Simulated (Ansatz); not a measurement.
A run of Ansatz 0.2.0:

input.yaml

```yaml
crystal:
  lattice:
    - [4.7839, 0.0, 0.0]
    - [-2.39195, 4.1429789292, 0.0]
    - [0.0, 0.0, 6.57]
  atoms:
    - { symbol: Ta, position: [0.0, 0.5, 0.3333333333] }
    - { symbol: Ta, position: [0.5, 0.5, 0.6666666667] }
    - { symbol: Ta, position: [0.5, 0.0, 0.0] }
    - { symbol: Si, position: [0.31794, 0.15897, 0.3333333333] }
    - { symbol: Si, position: [0.15897, 0.84103, 0.6666666667] }
    - { symbol: Si, position: [0.84103, 0.68206, 0.0] }
    - { symbol: Si, position: [0.68206, 0.84103, 0.3333333333] }
    - { symbol: Si, position: [0.84103, 0.15897, 0.6666666667] }
    - { symbol: Si, position: [0.15897, 0.31794, 0.0] }
hamiltonian:
  xc: pbe
  pseudopotentials: { kind: paw }
kpoints:
  mp_grid: { grid: [5, 5, 3] }
  band_path:
    path:
      - [[0.0, 0.0, 0.0], [0.5, 0.0, 0.0], [0.3333333333, 0.3333333333, 0.0], [0.0, 0.0, 0.0], [0.0, 0.0, 0.5], [0.5, 0.0, 0.5], [0.3333333333, 0.3333333333, 0.5], [0.0, 0.0, 0.5]]
      - [[0.5, 0.0, 0.5], [0.5, 0.0, 0.0]]
      - [[0.3333333333, 0.3333333333, 0.0], [0.3333333333, 0.3333333333, 0.5]]
    npoints: 10
scf:
  occupations: { method: fermi_dirac, width: 0.05 }
  n_extra_bands: 22
output:
  forces: true
  stress: true
  eigenvalues: true
  fatbands: true
  write_density: true
  write_potential: true
  elf: true
  volumetric_format: npy
```

Potentials or basis: Ansatz PAW.

Launch:

```console
$ ansatz run input.yaml --threads 4 --pin off --max-ram 11264MiB --backend cpu --events-out ev --progress --plain --runs-dir out
```

Hardware: 4 threads of Arm Neoverse V2, on a shared host.

Question: Estimate the wall time of this run.

Answer: It took 16 s on 4 threads of Arm Neoverse V2 (shared host), peak memory 0.67 GiB. Counts: scf iterations 6, plane waves 2523, k points 10, bands 54.
